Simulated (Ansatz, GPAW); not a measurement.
# Ballistic transport through a Na chain with CO on top of one atom, from relaxation to T(E)

Aim: the conductance of a Na chain with CO on top of one atom after relaxation, and whether geometry, basis or functional moves it most.

Method: Ansatz plane waves; relaxation of the junction with the lead ends held; PAW set soft_1, in the first sound run; inputs show where later runs differ, in GPAW 26.7.0 and Ansatz 0.2.0.

## (1) Starting point

The cell holds 17 atoms: 15 Na, 1 C and 1 O. Its edges and angles: a = 9.000 Å, b = 9.000 Å, c = 49.500 Å, α = 90.0°, β = 90.0°, γ = 90.0°. Regions: left lead, 7 atoms (7 Na); channel, 3 atoms (1 Na, 1 C and 1 O); right lead, 7 atoms (7 Na). Vacuum lies along a and b. The structure is stacked along c, and the current runs across the ab planes.

## (2) Relaxing the atoms

Transmission follows bond lengths closely, so the atoms between the held lead ends are relaxed first, from a slightly shaken start that lets symmetry break.

The input, input.yaml:

```yaml
crystal:
  lattice:
    - [9.0, 0.0, 0.0]
    - [0.0, 9.0, 0.0]
    - [0.0, 0.0, 49.5]
  atoms:
    - { symbol: Na, position: [0.5, 0.5, 0.0333333333] }
    - { symbol: Na, position: [0.5, 0.5, 0.1] }
    - { symbol: Na, position: [0.5, 0.5, 0.1666666667] }
    - { symbol: Na, position: [0.5, 0.5, 0.2333333333] }
    - { symbol: Na, position: [0.5, 0.5, 0.3] }
    - { symbol: Na, position: [0.5036708748, 0.5011281043, 0.3663394112] }
    - { symbol: Na, position: [0.4957991938, 0.4936845958, 0.4333446293] }
    - { symbol: Na, position: [0.4972981097, 0.4970928135, 0.499865473] }
    - { symbol: C, position: [0.7269605129, 0.4924107239, 0.5005606949] }
    - { symbol: O, position: [0.84926607, 0.506198747, 0.5003579201] }
    - { symbol: Na, position: [0.4984271849, 0.5044766551, 0.5666792645] }
    - { symbol: Na, position: [0.5023030699, 0.5003574236, 0.6339978978] }
    - { symbol: Na, position: [0.5, 0.5, 0.7] }
    - { symbol: Na, position: [0.5, 0.5, 0.7666666667] }
    - { symbol: Na, position: [0.5, 0.5, 0.8333333333] }
    - { symbol: Na, position: [0.5, 0.5, 0.9] }
    - { symbol: Na, position: [0.5, 0.5, 0.9666666667] }
kpoints:
  mp_grid: { grid: [1, 1, 2] }
hamiltonian:
  xc: pbe
  pseudopotentials: { kind: paw, azcp: { folder: soft_1 } }
scf:
  occupations: { method: fermi_dirac, width: 0.1 }
relax:
  f_tol: 0.03
  max_steps: 80
  constraints: [{ sites: [0, 1, 2, 3, 4, 12, 13, 14, 15, 16] }]
```

Run with:

```
$ ansatz run input.yaml --threads 4 --pin off --max-ram 8192MiB --backend cpu --events-out ev --progress --plain --runs-dir out
```

Numbers of over 12 decimals in the logs are rounded to 6 here.

Output:

```text
Engine: ansatz 0.2.0, aarch64-unknown-linux-gnu
Pseudopotentials: kind: paw
Pseudopotential: Na, paw, valence charge 9, recommended cutoff 420 eV (normal), soft_1/Na.paw.azcp
Pseudopotential: C, paw, valence charge 4, recommended cutoff 420 eV (normal), soft_1/C.paw.azcp
Pseudopotential: O, paw, valence charge 6, recommended cutoff 420 eV (normal), soft_1/O.paw.azcp
Functional definition: PBE
  parameter kappa = 0.804
  parameter beta = 0.066725
  exchange = pbe_x(kappa = kappa, mu = beta*pi^2/3)
  correlation = pbe_c(beta = beta)
Crystal: 17 atoms, lattice volume = 4009.500 Å³
Basis set: ecut = 420 eV, 78353 PW (Γ), exchange–correlation on 128×128×720 points (8 copies of the dense FFT grid, shifted against one another)
Bands: 90, of which v1, the nominal top of the filled ones, is band 73 counted from 1 (72 counted from 0)
Symmetry: 1 space group operations
Space group: P1 (ITA 1), of the structure as read, at distance tolerance 1.6e-4 Å
k-points: 2
Non-local potential: Na, projectors of the file, l = 0: 3, l = 1: 2, l = 2: 1
Non-local potential: C, projectors of the file, l = 0: 2, l = 1: 2, l = 2: 1
Non-local potential: O, projectors of the file, l = 0: 2, l = 1: 2, l = 2: 1
PAW form: soft (Blöchl's): semilocal exchange-correlation on the pseudo side does not see the compensation charge
PAW one-centre angular grid: Na, 110 points (default); XC on 64 Gauss nodes
PAW one-centre angular grid: C, 110 points (default); XC on 64 Gauss nodes
PAW one-centre angular grid: O, 110 points (default); XC on 64 Gauss nodes
Initial density: superposition of atomic densities (neutral atoms: chi_scale 0, normalization atom)
Initial wavefunctions: pseudopotential atomic-orbital guess
Functional: x = pbe(κ = 0.804, μ = 0.219515), c = pbe(β = 0.066725)
SCF iter   1: F=—  HF=-23108.031288 eV  |F-HF|=—  |Δ(HF+E_count)|=         —  Δρ=2.52e-2  dr2=1.03e2  ethr=3.10e-3  ⟨swp⟩=21.5  Hψ=1048  notcnv=0
preconditioner: auto → LDOS  [metal: Δε(μ)=0.125 eV  Ē_g=2.135 eV  σ=0.100 eV  W_gap=0.30  n_scr=260 (ndim 8)  ℏωp=2.3 eV  f_vac=0.632  D(μ)=11.72/eV (n_scr^D=22)  β→1.0]
SCF iter   2: F=—  HF=-23112.371438 eV  |F-HF|=—  |Δ(HF+E_count)|=    4.34e0  Δρ=2.43e-2  dr2=5.43e1  ethr=3.10e-3  ⟨swp⟩=8.0  Hψ=525  notcnv=0  defer=1
SCF iter   3: F=—  HF=-23106.201044 eV  |F-HF|=—  |Δ(HF+E_count)|=    6.17e0  Δρ=7.49e-3  dr2=1.09e1  ethr=3.10e-3  ⟨swp⟩=5.0  Hψ=326  notcnv=0
SCF iter   4: F=—  HF=-23105.302016 eV  |F-HF|=—  |Δ(HF+E_count)|=   8.99e-1  Δρ=5.35e-3  dr2=6.00e0  ethr=3.10e-3  ⟨swp⟩=3.0  Hψ=275  notcnv=0
SCF iter   5: F=—  HF=-23104.221768 eV  |F-HF|=—  |Δ(HF+E_count)|=    1.08e0  Δρ=2.89e-3  dr2=8.42e-1  ethr=3.10e-3  ⟨swp⟩=5.0  Hψ=316  notcnv=0
SCF iter   6: F=—  HF=-23104.007904 eV  |F-HF|=—  |Δ(HF+E_count)|=   2.14e-1  Δρ=8.72e-4  dr2=2.53e-1  ethr=5.81e-4  ⟨swp⟩=9.5  Hψ=397  notcnv=0  defer=1
SCF iter   7: F=—  HF=-23104.006327 eV  |F-HF|=—  |Δ(HF+E_count)|=   1.58e-3  Δρ=1.05e-3  dr2=1.82e-1  ethr=1.74e-4  ⟨swp⟩=2.0  Hψ=358  notcnv=0
SCF iter   8: F=—  HF=-23103.999584 eV  |F-HF|=—  |Δ(HF+E_count)|=   6.74e-3  Δρ=5.10e-4  dr2=1.72e-2  ethr=1.25e-4  ⟨swp⟩=2.5  Hψ=239  notcnv=0
SCF iter   9: F=—  HF=-23104.004623 eV  |F-HF|=—  |Δ(HF+E_count)|=   5.04e-3  Δρ=5.36e-4  dr2=7.75e-2  ethr=1.18e-5  ⟨swp⟩=2.0  Hψ=305  notcnv=0
SCF iter  10: F=—  HF=-23104.012988 eV  |F-HF|=—  |Δ(HF+E_count)|=   8.37e-3  Δρ=9.77e-4  dr2=2.24e-1  ethr=1.18e-5  ⟨swp⟩=2.0  Hψ=330  notcnv=0  recentre
SCF iter  11: F=—  HF=-23103.998584 eV  |F-HF|=—  |Δ(HF+E_count)|=   1.44e-2  Δρ=9.70e-5  dr2=2.18e-3  ethr=1.18e-5  ⟨swp⟩=2.0  Hψ=213  notcnv=0
SCF iter  12: F=—  HF=-23103.998481 eV  |F-HF|=—  |Δ(HF+E_count)|=   1.02e-4  Δρ=4.24e-5  dr2=4.76e-4  ethr=1.51e-6  ⟨swp⟩=2.0  Hψ=210  notcnv=0
SCF iter  13: F=-23103.998434 eV  HF=-23103.998450 eV  |F-HF|=1.61e-5  |Δ(HF+E_count)|=   3.15e-5  Δρ=1.01e-5  dr2=1.88e-5  ethr=1.55e-8  ⟨swp⟩=4.0  Hψ=571  notcnv=0
SCF 1 converged in 13 iterations: F = -23103.998434 eV  dr2 = 1.88e-5
  greatest PAW one-centre occupation: 0.999 electrons in one spin orbital (limit 2), on the Na atom at site 7 (counted from 0), in its partial waves of l = 0
relax step   1: F+E_penalty+E_count = -23103.99843362 eV  Δ(F+E_penalty+E_count) = +0.000e0 eV  max|allowed force component| = 5.003e0 eV/Å  Δτ_max = 0.0000 Å  (13 SCF iters, dr2 threshold 2.25e-5 eV, accepted)
Initial density: handed on by an earlier stage of this run
Initial wavefunctions: those handed on with the density
iter 1 solved again at ethr=1.18e-4 eV; its pass at ethr=3.10e-3 eV (dr2=1.70e-1 eV) is discarded
SCF iter   1: F=—  HF=-23104.386444 eV  |F-HF|=—  |Δ(HF+E_count)|=         —  Δρ=3.04e-3  dr2=1.80e-1  ethr=1.18e-4  ⟨swp⟩=1.0  Hψ=718  notcnv=0
preconditioner: auto → LDOS  [metal: Δε(μ)=0.048 eV  Ē_g=1.982 eV  σ=0.100 eV  W_gap=0.12  n_scr=260 (ndim 8)  ℏωp=2.3 eV  f_vac=0.658  D(μ)=9.94/eV (n_scr^D=10)  β→1.0]
SCF iter   2: F=—  HF=-23104.355904 eV  |F-HF|=—  |Δ(HF+E_count)|=   3.05e-2  Δρ=1.20e-3  dr2=5.45e-2  ethr=1.18e-4  ⟨swp⟩=3.0  Hψ=338  notcnv=0
SCF iter   3: F=—  HF=-23104.350267 eV  |F-HF|=—  |Δ(HF+E_count)|=   5.64e-3  Δρ=1.64e-4  dr2=9.19e-4  ethr=3.76e-5  ⟨swp⟩=3.0  Hψ=360  notcnv=0
SCF iter   4: F=—  HF=-23104.350588 eV  |F-HF|=—  |Δ(HF+E_count)|=   3.21e-4  Δρ=3.55e-5  dr2=8.61e-5  ethr=6.34e-7  ⟨swp⟩=3.0  Hψ=306  notcnv=0
SCF iter   5: F=—  HF=-23104.350859 eV  |F-HF|=—  |Δ(HF+E_count)|=   2.71e-4  Δρ=1.40e-5  dr2=1.34e-5  ethr=5.94e-8  ⟨swp⟩=5.0  Hψ=521  notcnv=0
SCF iter   6: F=-23104.350918 eV  HF=-23104.350917 eV  |F-HF|=4.49e-7  |Δ(HF+E_count)|=   5.82e-5  Δρ=4.55e-6  dr2=3.13e-6  ethr=9.26e-9  ⟨swp⟩=2.0  Hψ=521  notcnv=0
SCF 2 converged in 6 iterations: F = -23104.350918 eV  dr2 = 3.13e-6
  greatest PAW one-centre occupation: 0.999 electrons in one spin orbital (limit 2), on the Na atom at site 6 (counted from 0), in its partial waves of l = 0
relax step   2: F+E_penalty+E_count = -23104.35091766 eV  Δ(F+E_penalty+E_count) = -3.525e-1 eV  max|allowed force component| = 1.109e0 eV/Å  Δτ_max = 0.1187 Å  (6 SCF iters, dr2 threshold 1.00e-4 eV, accepted)
SCF iter   1: F=—  HF=-23104.506334 eV  |F-HF|=—  |Δ(HF+E_count)|=         —  Δρ=2.97e-3  dr2=1.59e-1  ethr=1.51e-3  ⟨swp⟩=5.0  Hψ=431  notcnv=0
preconditioner: auto → LDOS  [metal: Δε(μ)=0.085 eV  Ē_g=1.992 eV  σ=0.100 eV  W_gap=0.21  n_scr=260 (ndim 8)  ℏωp=2.3 eV  f_vac=0.657  D(μ)=9.69/eV (n_scr^D=10)  β→1.0]
SCF iter   2: F=—  HF=-23104.488771 eV  |F-HF|=—  |Δ(HF+E_count)|=   1.76e-2  Δρ=1.04e-3  dr2=4.58e-2  ethr=1.10e-4  ⟨swp⟩=2.0  Hψ=347  notcnv=0
SCF iter   3: F=—  HF=-23104.482521 eV  |F-HF|=—  |Δ(HF+E_count)|=   6.25e-3  Δρ=2.03e-4  dr2=1.29e-3  ethr=3.16e-5  ⟨swp⟩=2.0  Hψ=329  notcnv=0
[...]
relax step  21: F+E_penalty+E_count = -23104.70831323 eV  Δ(F+E_penalty+E_count) = +1.615e-4 eV  max|allowed force component| = 4.263e-1 eV/Å  Δτ_max = 0.1969 Å  (6 SCF iters, dr2 threshold 5.09e-6 eV, rejected (line search))
relax step  22: F+E_penalty+E_count = -23104.71022282 eV  Δ(F+E_penalty+E_count) = -1.748e-3 eV  max|allowed force component| = 3.028e-2 eV/Å  Δτ_max = 0.0976 Å  (7 SCF iters, accepted)
relax step  23: F+E_penalty+E_count = -23104.71146963 eV  Δ(F+E_penalty+E_count) = -1.247e-3 eV  max|allowed force component| = 8.278e-2 eV/Å  Δτ_max = 0.0954 Å  (7 SCF iters, accepted)
relax step  24: F+E_penalty+E_count = -23104.71321122 eV  Δ(F+E_penalty+E_count) = -1.742e-3 eV  max|allowed force component| = 1.870e-1 eV/Å  Δτ_max = 0.1463 Å  (7 SCF iters, accepted)
relax step  25: F+E_penalty+E_count = -23104.71535641 eV  Δ(F+E_penalty+E_count) = -2.145e-3 eV  max|allowed force component| = 2.874e-1 eV/Å  Δτ_max = 0.1953 Å  (5 SCF iters, dr2 threshold 3.50e-5 eV, accepted)
relax step  26: F+E_penalty+E_count = -23104.71795417 eV  Δ(F+E_penalty+E_count) = -2.598e-3 eV  max|allowed force component| = 1.974e-1 eV/Å  Δτ_max = 0.1951 Å  (6 SCF iters, dr2 threshold 8.26e-5 eV, accepted)
relax step  27: F+E_penalty+E_count = -23104.70555451 eV  Δ(F+E_penalty+E_count) = +1.240e-2 eV  max|allowed force component| = 9.931e-1 eV/Å  Δτ_max = 0.1943 Å  (6 SCF iters, dr2 threshold 1.84e-5 eV, rejected (line search))
relax step  28: F+E_penalty+E_count = -23104.71953006 eV  Δ(F+E_penalty+E_count) = -1.576e-3 eV  max|allowed force component| = 8.884e-2 eV/Å  Δτ_max = 0.0424 Å  (7 SCF iters, accepted)
relax step  29: F+E_penalty+E_count = -23104.72083514 eV  Δ(F+E_penalty+E_count) = -1.305e-3 eV  max|allowed force component| = 1.718e-1 eV/Å  Δτ_max = 0.0981 Å  (6 SCF iters, dr2 threshold 1.60e-6 eV, accepted)
relax step  30: F+E_penalty+E_count = -23104.72209665 eV  Δ(F+E_penalty+E_count) = -1.262e-3 eV  max|allowed force component| = 2.318e-1 eV/Å  Δτ_max = 0.1458 Å  (5 SCF iters, dr2 threshold 5.98e-6 eV, accepted)
relax step  31: F+E_penalty+E_count = -23104.72360730 eV  Δ(F+E_penalty+E_count) = -1.511e-3 eV  max|allowed force component| = 1.802e-1 eV/Å  Δτ_max = 0.1361 Å  (5 SCF iters, dr2 threshold 5.38e-5 eV, accepted)
relax step  32: F+E_penalty+E_count = -23104.72476252 eV  Δ(F+E_penalty+E_count) = -1.155e-3 eV  max|allowed force component| = 1.628e-1 eV/Å  Δτ_max = 0.0841 Å  (5 SCF iters, dr2 threshold 1.96e-5 eV, accepted)
relax step  33: F+E_penalty+E_count = -23104.72408176 eV  Δ(F+E_penalty+E_count) = +6.808e-4 eV  max|allowed force component| = 4.029e-1 eV/Å  Δτ_max = 0.1233 Å  (5 SCF iters, dr2 threshold 1.60e-5 eV, rejected (line search))
relax step  34: F+E_penalty+E_count = -23104.72548077 eV  Δ(F+E_penalty+E_count) = -7.183e-4 eV  max|allowed force component| = 1.285e-2 eV/Å  Δτ_max = 0.0457 Å  (7 SCF iters, accepted)
relax step  35: F+E_penalty+E_count = -23104.72618060 eV  Δ(F+E_penalty+E_count) = -6.998e-4 eV  max|allowed force component| = 1.039e-1 eV/Å  Δτ_max = 0.0979 Å  (7 SCF iters, accepted)
relax step  36: F+E_penalty+E_count = -23104.72654590 eV  Δ(F+E_penalty+E_count) = -3.653e-4 eV  max|allowed force component| = 1.528e-1 eV/Å  Δτ_max = 0.0835 Å  (7 SCF iters, accepted)
relax step  37: F+E_penalty+E_count = -23104.72690118 eV  Δ(F+E_penalty+E_count) = -3.553e-4 eV  max|allowed force component| = 9.991e-2 eV/Å  Δτ_max = 0.0335 Å  (4 SCF iters, dr2 threshold 2.34e-5 eV, accepted)
relax step  38: F+E_penalty+E_count = -23104.72736329 eV  Δ(F+E_penalty+E_count) = -4.621e-4 eV  max|allowed force component| = 1.499e-1 eV/Å  Δτ_max = 0.1198 Å  (6 SCF iters, dr2 threshold 4.26e-6 eV, accepted)
relax step  39: F+E_penalty+E_count = -23104.72786037 eV  Δ(F+E_penalty+E_count) = -4.971e-4 eV  max|allowed force component| = 2.145e-2 eV/Å  Δτ_max = 0.0868 Å  (5 SCF iters, dr2 threshold 9.60e-6 eV, accepted)
iter 1 solved again at ethr=2.35e-9 eV; its pass at ethr=3.10e-3 eV (dr2=3.40e-6 eV) is discarded
SCF iter   1: F=—  HF=-23104.728045 eV  |F-HF|=—  |Δ(HF+E_count)|=         —  Δρ=8.73e-6  dr2=3.40e-6  ethr=2.35e-9  ⟨swp⟩=2.5  Hψ=438  notcnv=0
preconditioner: auto → LDOS  [metal: Δε(μ)=0.197 eV  Ē_g=1.949 eV  σ=0.100 eV  W_gap=0.46  n_scr=260 (ndim 8)  ℏωp=2.3 eV  f_vac=0.649  D(μ)=9.55/eV (n_scr^D=10)  β→1.0]
SCF iter   2: F=—  HF=-23104.727862 eV  |F-HF|=—  |Δ(HF+E_count)|=   1.83e-4  Δρ=5.12e-6  dr2=9.82e-7  ethr=2.35e-9  ⟨swp⟩=3.0  Hψ=313  notcnv=0
SCF iter   3: F=-23104.727862 eV  HF=-23104.727862 eV  |F-HF|=8.40e-8  |Δ(HF+E_count)|=   8.78e-8  Δρ=1.14e-6  dr2=9.80e-8  ethr=6.90e-11  ⟨swp⟩=4.0  Hψ=678  notcnv=0
SCF 40 converged in 3 iterations: F = -23104.727862 eV  dr2 = 9.80e-8
relax step  40: F+E_penalty+E_count = -23104.72786189 eV  Δ(F+E_penalty+E_count) = -1.526e-6 eV  max|allowed force component| = 2.180e-2 eV/Å  Δτ_max = 0.0000 Å  (3 SCF iters, accepted)
SCF converged after 3 iterations
Free energy (F): -23104.727862 eV
Harris-Foulkes:  -23104.727862 eV  (|F-HF|=8.40e-8)
Internal energy: -23104.403836 eV  (E = F + TS)
E sigma→0 (E₀):  -23104.565849 eV
Entropy (-TS):   -0.324026 eV (-19.060 meV/atom)
Fermi energy:    -2.252828 eV
--- Per-component energies (eV) ---
  E_band       = -4349.252785
  E_kinetic    = 1933.659719
  E_local      = -36111.219381  (includes V_loc(G=0)·N_el)
  E_nonlocal   = 4249.332081
  E_hartree    = 13973.545769
  E_xc         = -646.971350
  E_vxc        = -827.118723  (∫ρ·V_xc dr)
  E_paw        = -4666.012242  (= ΣΔE_a)
  E_vpaw       = -1541.000879  (= ΣTr[D̂ρ^β])
  E_aug_tail   = 0.001012  (compensation charges beyond the density's cutoff)
  E_ewald      = -1836.739444
  E_smearing   = -0.324026  (= −TS)
  E_closure    = 0.000000  (closes the sum)
  Σ components = -23104.727862   (vs F -23104.727862, Δ=0.00e0)
--- Forces (eV/Å), atoms counted from 1 ---
  atom   1  Na     0.00000069    -0.00000025    -0.00198729
  atom   2  Na    -0.00000116     0.00000030     0.00297777
  atom   3  Na    -0.00009140     0.00003040    -0.00571469
  atom   4  Na     0.00091576    -0.00029868     0.01145848
  atom   5  Na    -0.00108581     0.00036674     0.14690385
  atom   6  Na    -0.00117549    -0.00072204     0.00020582
  atom   7  Na     0.00439663    -0.00035601     0.00177930
  atom   8  Na     0.00425875    -0.00214848     0.00475584
  atom   9  C     -0.01201213    -0.00308104    -0.02180493
  atom  10  O      0.00526877     0.00582084     0.01781557
  atom  11  Na    -0.00137196     0.00149453    -0.00166237
  atom  12  Na     0.00087689    -0.00017311    -0.00009841
  atom  13  Na    -0.00102198    -0.00061331    -0.14808074
  atom  14  Na     0.00092548    -0.00041788    -0.01109715
  atom  15  Na    -0.00009615     0.00006002     0.00565383
  atom  16  Na    -0.00000101    -0.00000086    -0.00301350
  atom  17  Na     0.00000086    -0.00000047     0.00200806
  max |Σ_I F_I| component: 2.13e-4 eV/Å
--- Relaxed structure (40 steps of the walk, 35 accepted, 0 SCFs on fresh bases) ---
  F+E_penalty+E_count = -23104.72786189 eV   max|allowed force component| = 2.180e-2 eV/Å
  atoms:
    - { symbol: Na, position: [0.5, 0.5, 0.0333333333] }
    - { symbol: Na, position: [0.5, 0.5, 0.1] }
    - { symbol: Na, position: [0.5, 0.5, 0.1666666667] }
    - { symbol: Na, position: [0.5, 0.5, 0.2333333333] }
    - { symbol: Na, position: [0.5, 0.5, 0.300000] }
    - { symbol: Na, position: [0.510896, 0.496336, 0.374288] }
    - { symbol: Na, position: [0.432488, 0.521454, 0.445692] }
    - { symbol: Na, position: [0.667429, 0.441564, 0.499154] }
    - { symbol: C, position: [0.928849, 0.434520, 0.524388] }
    - { symbol: O, position: [1.015494, 0.471546, 0.539932] }
    - { symbol: Na, position: [0.435590, 0.510496, 0.554019] }
    - { symbol: Na, position: [0.512184, 0.492179, 0.625755] }
    - { symbol: Na, position: [0.5, 0.5, 0.700000] }
    - { symbol: Na, position: [0.5, 0.5, 0.766667] }
    - { symbol: Na, position: [0.5, 0.5, 0.8333333333] }
    - { symbol: Na, position: [0.5, 0.5, 0.900000] }
    - { symbol: Na, position: [0.5, 0.5, 0.966667] }
```

Run time: 7.1 min. Hardware: 4 threads of Arm Neoverse V1, shared host; peak memory 3.8 GiB.

This run has no spin polarisation although its electron count is odd.

Relaxation path (22 of 40):

```csv
step,energy less that of the first step (eV),largest force component (eV/Å)
1,0.0000,5.0032
3,-0.4850,0.6920
5,-0.5638,0.6197
7,-0.5980,2.0969
8,-0.6208,0.9209
10,-0.6671,0.3351
12,-0.6948,0.0118
14,-0.7003,0.1879
16,-0.7029,0.5712
18,-0.7073,0.0537
20,-0.7100,0.1620
21,-0.7099,0.4263
23,-0.7130,0.0828
25,-0.7169,0.2874
27,-0.7071,0.9931
29,-0.7224,0.1718
31,-0.7252,0.1802
33,-0.7256,0.4029
34,-0.7270,0.0128
36,-0.7281,0.1529
38,-0.7289,0.1499
40,-0.7294,0.0218
```

Relaxation steps 7, 17, 21, 27, 33 were tried and not accepted.

The atoms that moved most (Å):

```csv
atom,dx,dy,dz,length
O10,1.496,-0.312,1.959,2.485
C9,1.817,-0.521,1.179,2.228
Na8,1.531,-0.500,-0.035,1.611
Na7,-0.570,0.250,0.611,0.872
Na11,-0.566,0.054,-0.627,0.846
Na12,0.089,-0.074,-0.408,0.424
Na6,0.065,-0.043,0.393,0.401
```

Numbers from this step:

- free energy: -23104.7279 eV
- smearing term TS: 0.3240 eV
- symmetry operations: 1

The relaxation lowered the energy of the cell by 0.729 eV.

[end of part 1 of 4]

[Logs are printed without paths, hosts, clocks, repeated set-up lines and the standing remarks that a program may print on its own settings, such as how far it seeks lower states.]

[Hosts, paths, dates, database ids (printed as entryN), source tags and the programs' standing remarks are cut or masked in the printed files.]
